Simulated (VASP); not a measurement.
# CaO (Fm-3m) in VASP: single point with HSE06

Aim: the single point of CaO with HSE06.

All numbers are computed with VASP 6.6.1; they aren't measurements. Logs are shortened: lines on timing, memory, paths and dates and some standing lists are left out, and cuts for length are marked.

## Step 1: The structure

The structure is cubic, space group Fm-3m (No. 225). The conventional cell has a = 4.774 Å, b = 4.774 Å, c = 4.774 Å, α = 90.00°, β = 90.00°, γ = 90.00°. Ca (site symmetry m-3m) is surrounded by 6 O at 2.39 Å. O (site symmetry m-3m) has 6 Ca at 2.39 Å as nearest neighbours.

## Step 2: Single point, HSE06

File POSCAR:

```
CaO
1.0
    0.0000000000      2.3871300000      2.3871300000
    2.3871300000      0.0000000000      2.3871300000
    2.3871300000      2.3871300000      0.0000000000
Ca O
1 1
Direct
    0.0000000000      0.0000000000      0.0000000000
    0.5000000000      0.5000000000      0.5000000000
```

File INCAR.step1:

```
ALGO     = Normal         # electronic algorithm
EDIFF    = 1E-5           # SCF threshold, eV
ENCUT    = 520            # plane-wave cutoff, eV
GGA      = PE             # functional
ISIF     = 2              # what is computed and relaxed
ISMEAR   = 0              # smearing method
LASPH    = T              # aspherical terms in the spheres
LCHARG   = F              # write CHGCAR
LREAL    = F              # projectors in reciprocal space
LWAVE    = T              # write WAVECAR
NBANDS   = 15             # bands
NELM     = 80             # most SCF steps
PREC     = Accurate       # precision mode
SIGMA    = 0.02           # smearing width, eV
```

File INCAR.step2:

```
ALGO     = Normal         # electronic algorithm
EDIFF    = 1E-6           # SCF threshold, eV
ENCUT    = 520            # plane-wave cutoff, eV
GGA      = PE             # functional
HFSCREEN = 0.2            # screening, 1/A
ISIF     = 2              # what is computed and relaxed
ISMEAR   = 0              # smearing method
ISTART   = 1            
LASPH    = T              # aspherical terms in the spheres
LCHARG   = F              # write CHGCAR
LHFCALC  = T              # exact exchange
LREAL    = F              # projectors in reciprocal space
LWAVE    = F              # write WAVECAR
NBANDS   = 15             # bands
NELM     = 80             # most SCF steps
PREC     = Accurate       # precision mode
PRECFOCK = Fast         
SIGMA    = 0.02           # smearing width, eV
```

File KPOINTS:

```
k-points
0
Gamma
  6 6 6
```

Potentials or basis: VASP PAW PBE potentials, release 64 (Ca_sv, O).

The run is started by

```sh
> cat potpaw_PBE.64/Ca_sv/POTCAR potpaw_PBE.64/O/POTCAR > POTCAR
> cp INCAR.step1 INCAR
> mpirun -np 1 vasp_std > vasp.out
> cp INCAR.step2 INCAR
> mpirun -np 1 vasp_std > vasp.out
```

OUTCAR:

```text
EDIFF = 1E-6
   ENCUT = 520
   GGA = PE
   HFSCREEN = 0.2
   ISIF = 2
   ISMEAR = 0
   ISTART = 1
   LASPH = T
   LHFCALC = T
   LREAL = F
   NELM = 80
   PREC = Accurate
   PRECFOCK = Fast

 ion  position               nearest neighbor table
   1  0.000  0.000  0.000-   2 2.39   2 2.39   2 2.39   2 2.39   2 2.39   2 2.39
   2  0.500  0.500  0.500-   1 2.39   1 2.39   1 2.39   1 2.39   1 2.39   1 2.39

  LATTYP: Found a face centered cubic cell.
 ALAT       =     4.7742600000

  Lattice vectors:

 A1 = (   0.0000000000,   2.3871300000,   2.3871300000)
 A2 = (   2.3871300000,   0.0000000000,   2.3871300000)
 A3 = (   2.3871300000,   2.3871300000,   0.0000000000)

Analysis of symmetry for initial positions (statically):
=====================================================================
 Subroutine PRICEL returns:
 Original cell was already a primitive cell.

 Routine SETGRP: Setting up the symmetry group for a
 face centered cubic supercell.

 Subroutine GETGRP returns: Found 48 space group operations
 (whereof 48 operations were pure point group operations)
 out of a pool of 48 trial point group operations.

The static configuration has the point symmetry O_h .

Analysis of symmetry for dynamics (positions and initial velocities):
=====================================================================
 Subroutine PRICEL returns:
 Original cell was already a primitive cell.

 Routine SETGRP: Setting up the symmetry group for a
 face centered cubic supercell.

 Subroutine GETGRP returns: Found 48 space group operations
 (whereof 48 operations were pure point group operations)
 out of a pool of 48 trial point group operations.

The dynamic configuration has the point symmetry O_h .

 Subroutine INISYM returns: Found 48 space group operations
 (whereof 48 operations are pure point group operations),
 and found     1 'primitive' translations

----------------------------------------------------------------------------------------

                                     Primitive cell

  volume of cell :      27.2056

  direct lattice vectors                    reciprocal lattice vectors
     0.000000000  2.387130000  2.387130000    -0.209456544  0.209456544  0.209456544
     2.387130000  0.000000000  2.387130000     0.209456544 -0.209456544  0.209456544
     2.387130000  2.387130000  0.000000000     0.209456544  0.209456544 -0.209456544

  length of vectors
     3.375911621  3.375911621  3.375911621     0.362789376  0.362789376  0.362789376

  position of ions in fractional coordinates (direct lattice)
     0.000000000  0.000000000  0.000000000
     0.500000000  0.500000000  0.500000000

  ion indices of the primitive-cell ions
   primitive index   ion index
                 1           1
                 2           2

----------------------------------------------------------------------------------------

 KPOINTS: k-points

Automatic generation of k-mesh.
 Grid dimensions read from file:
 generate k-points for:    6    6    6

 Generating k-lattice:

  Cartesian coordinates                     Fractional coordinates (reciprocal lattice)
    -0.034909424  0.034909424  0.034909424     0.166666667  0.000000000  0.000000000
     0.034909424 -0.034909424  0.034909424     0.000000000  0.166666667  0.000000000
     0.034909424  0.034909424 -0.034909424     0.000000000  0.000000000  0.166666667

  Length of vectors
     0.060464896  0.060464896  0.060464896

  Shift w.r.t. Gamma in fractional coordinates (k-lattice)
     0.000000000  0.000000000  0.000000000

 Subroutine IBZKPT returns following result:
 ===========================================

 Found     16 irreducible k-points:

 Following reciprocal coordinates:
            Coordinates               Weight
  0.000000  0.000000  0.000000      1.000000
  0.166667  0.000000  0.000000      8.000000
  0.333333  0.000000  0.000000      8.000000
  0.500000  0.000000  0.000000      4.000000
  0.166667  0.166667  0.000000      6.000000
  0.333333  0.166667  0.000000     24.000000
[... 8 lines left out ...]
 -0.333333  0.333333  0.166667     24.000000
 -0.333333  0.500000  0.166667     12.000000
   k-points           NKPTS =     16   k-points in BZ     NKDIM =    216   number of bands    NBANDS=     15
   number of dos      NEDOS =    301   number of ions     NIONS =      2
   total plane-waves  NPLWV =  21952
   dimension x,y,z NGX =    28 NGY =   28 NGZ =   28
   dimension x,y,z NGXF=    56 NGYF=   56 NGZF=   56
   ions per type =               1   1
   NGX,Y,Z   is equivalent  to a cutoff of  13.79, 13.79, 13.79 a.u.
   NGXF,Y,Z  is equivalent  to a cutoff of  27.58, 27.58, 27.58 a.u.
 SYSTEM =  unknown system
   PREC   = accura    normal or accurate (medium, high low for compatibility)
   ISTART =      1    job   : 0-new  1-cont  2-samecut
   ICHARG =      0    charge: 1-file 2-atom 10-const
   ISPIN  =      1    spin polarized calculation?
   LNONCOLLINEAR =      F non collinear calculations
   LSORBIT =      F    spin-orbit coupling
   LASPH  =      T    aspherical Exc in radial PAW
   ENCUT  =  520.0 eV  38.22 Ry    6.18 a.u.   6.28  6.28  6.28*2*pi/ulx,y,z
   NELM   =     80;   NELMIN=  2; NELMDL=  0     # of ELM steps
   EDIFF  = 0.1E-05   stopping-criterion for ELM
   LREAL  =      F    real-space projection
   EDIFFG = 0.1E-04   stopping-criterion for IOM
   NSW    =      0    number of steps for IOM
   IBRION =     -1    ionic relax: 0-MD 1-quasi-New 2-CG
   NFREE  =      0    steps in history (QN), initial steepest desc. (CG)
   ISIF   =      2    stress and relaxation
   ISYM   =      3    0-nonsym 1-usesym 2-fastsym
   POTIM  = 0.5000    time-step for ionic-motion
   TEBEG  =    0.0;   TEEND  =   0.0 temperature during run
   PSTRESS=    0.0 pullay stress
   NELECT =      16.0000    total number of electrons
   NUPDOWN=      -1.0000    fix difference up-down
   EMIN   =  10.00;   EMAX   =-10.00  energy-range for DOS
   EFERMI =   0.00;   METHOD = LEGACY
   ISMEAR =     0;   SIGMA  =   0.02  broadening in eV -4-tet -1-fermi 0-gaus
   EFERMI_NEDOS =   21; number of points for ismear=-14 and -15
   IALGO  =     38    algorithm
   IMIX   =      1    mixing-type and parameters
     AMIX     =   0.40;   BMIX     =  1.00
     AMIX_MAG =   1.60;   BMIX_MAG =  1.00
  volume/ion in A,a.u.               =      13.60        91.80
  Fermi-wavevector in a.u.,A,eV,Ry     =   1.371604  2.591956 25.596608  1.881298
  Thomas-Fermi vector in A             =   2.497286
   LORBIT       =      0    0 simple, 1 ext, 2 COOP (PROOUT), +10 PAW based schemes
   GGA     = PE    functional components
   LHFCALC =     T    Hartree Fock is set to
   PRECFOCK=fast      Normal, Fast or Accurate (Low or Medium for compatibility)
   ENCUT4O =  -1.0   cutoff for four orbital integrals eV
   NKREDX  =     1    reduce k-point grid by
   NKREDY  =     1    reduce k-point grid by
   NKREDZ  =     1    reduce k-point grid by
   AEXX    =    0.2500 exact exchange contribution
   HFSCREEN=    0.2000 screening length (either q_TF or 0.3 A-1)
   HFSCREENC=   0.2000 screening length for correlation (either q_TF or 0.3 A-1)
   ENCUTFOCK=  -1.0 apply spherical cutoff to Coloumb kernel
   IVDW    =     0    specifies the selected vdW correction
   LEPSILON=     F    determine dielectric tensor
   LRPA    =     F    only Hartree local field effects (RPA)
 non-spin polarized calculation
 Gauss-broadening in eV      SIGMA  =   0.02
  energy-cutoff  :      520.00
  volume of cell :       27.21
 maximum number of plane-waves:       754
 NGX is ok and might be reduce to    28
  NGX = 16; NGY = 16; NGZ = 16

 number of electron      15.9999997 magnetization

 Free energy of the ion-electron system (eV)
  ---------------------------------------------------
  ext. energy  EPLUGINS =         0.00000000
  ---------------------------------------------------
  free energy    TOTEN  =       -14.89431351 eV

  energy without entropy =      -14.89431351  energy(sigma->0) =      -14.89431351

 E-fermi :   1.4687     XC(G=0):  -8.6801

 val. band max:        1.3868197579   @ k =   0.0000   0.0000   0.0000
 cond. band min:       6.7037511928   @ k =   0.5000   0.5000   0.0000
 fundamental gap:      5.3169314350
 Fermi energy:         1.4686543743

 k-point     1 :       0.0000    0.0000    0.0000
  band No.  band energies     occupation
      1     -38.7192      2.00000
      2     -17.9923      2.00000
      3     -17.9923      2.00000
      4     -17.9923      2.00000
      5     -15.6968      2.00000
      6       1.3868      2.00000
      7       1.3868      2.00000
      8       1.3868      2.00000
      9       7.8094      0.00000
     10       9.6552      0.00000
     11       9.6552      0.00000
     12       9.6552      0.00000
     13      11.3190      0.00000
     14      11.3190      0.00000
     15      18.2264      0.00000

 k-point     2 :       0.1667    0.0000    0.0000
  band No.  band energies     occupation
      1     -38.6904      2.00000
      2     -18.4596      2.00000
      3     -18.0056      2.00000
      4     -18.0056      2.00000
      5     -15.2039      2.00000
      6       0.4849      2.00000
      7       1.0138      2.00000
      8       1.0138      2.00000
      9       8.9727      0.00000
     10       9.5815      0.00000
     11      10.1742      0.00000
     12      10.1742      0.00000
     13      12.0204      0.00000
     14      12.0204      0.00000
     15      19.3574      0.00000
[... 221 lines left out ...]
      3     -18.3619      2.00000
      4     -18.2141      2.00000
      5     -14.7189      2.00000
      6      -0.4884      2.00000
      7       0.2026      2.00000
      8       0.2866      2.00000
      9       9.9050      0.00000
     10       9.9365      0.00000
     11      12.4245      0.00000
     12      12.9747      0.00000
     13      14.0482      0.00000
     14      16.6802      0.00000
     15      17.5036      0.00000

 k-point    16 :      -0.3333    0.5000    0.1667
  band No.  band energies     occupation
      1     -38.5674      2.00000
      2     -18.5689      2.00000
      3     -18.4852      2.00000
      4     -18.3569      2.00000
      5     -15.0299      2.00000
      6       0.0618      2.00000
      7       0.2065      2.00000
      8       0.5188      2.00000
      9       8.2200      0.00000
     10      11.2168      0.00000
     11      12.0685      0.00000
     12      13.5015      0.00000
     13      13.5928      0.00000
     14      16.7144      0.00000
     15      17.2771      0.00000

------------------------ aborting loop because EDIFF is reached ----------------------------------------

  FORCE on cell =-STRESS in cart. coord.  units (eV):
  Direction    XX          YY          ZZ          XY          YZ          ZX
  --------------------------------------------------------------------------------------
  -------------------------------------------------------------------------------------
  Total        0.4305631      0.4305631      0.4305631      0.0000000      0.0000000     -0.0000000
  in kB       25.3564939     25.3564939     25.3564939      0.0000000      0.0000000     -0.0000000
  external PRESSURE =      25.3564939 kB  Pullay stress =       0.0000000 kB

 VOLUME and BASIS-vectors are now :
 -----------------------------------------------------------------------------
  energy-cutoff  :      520.00
  volume of cell :       27.21
      direct lattice vectors                 reciprocal lattice vectors
     0.000000000  2.387130000  2.387130000    -0.209456544  0.209456544  0.209456544
     2.387130000  0.000000000  2.387130000     0.209456544 -0.209456544  0.209456544
     2.387130000  2.387130000  0.000000000     0.209456544  0.209456544 -0.209456544

 POSITION                                       TOTAL-FORCE (eV/Angst)
 -----------------------------------------------------------------------------------
      0.00000      0.00000      0.00000        -0.000000      0.000000     -0.000000
      2.38713      2.38713      2.38713         0.000000     -0.000000      0.000000
 -----------------------------------------------------------------------------------
    total drift:                               -0.000000     -0.000000     -0.000000

  FREE ENERGIE OF THE ION-ELECTRON SYSTEM (eV)
  ---------------------------------------------------
  free  energy   TOTEN  =       -14.8943135137 eV

  energy  without entropy=      -14.8943135137  energy(sigma->0) =      -14.89431351
```

Run time: 7.2 min. Hardware: 1 thread of Intel Xeon Platinum 8488C (Sapphire Rapids), shared host; peak memory 0.26 GiB.

Results:

* Free energy: -14.8943 eV
* Pressure: 2.5 GPa
* Band gap on the k mesh: 5.32 eV, indirect (least direct gap 5.74 eV)

Levels at points of the mesh, in eV from the valence-band top:
```
           k point  band 6  band 7  band 8  band 9  band 10  band 11
(0.00, 0.00, 0.00)    0.00    0.00    0.00    6.42     8.27     8.27
(0.50, 0.00, 0.00)   -2.87   -1.31   -1.31    9.17    10.25    10.74
(0.50, 0.50, 0.00)   -1.44   -0.42   -0.42    5.32    10.33    11.29
```

Caveat: the PAW data sets were made with another functional, which shifts forces and pressure a little.
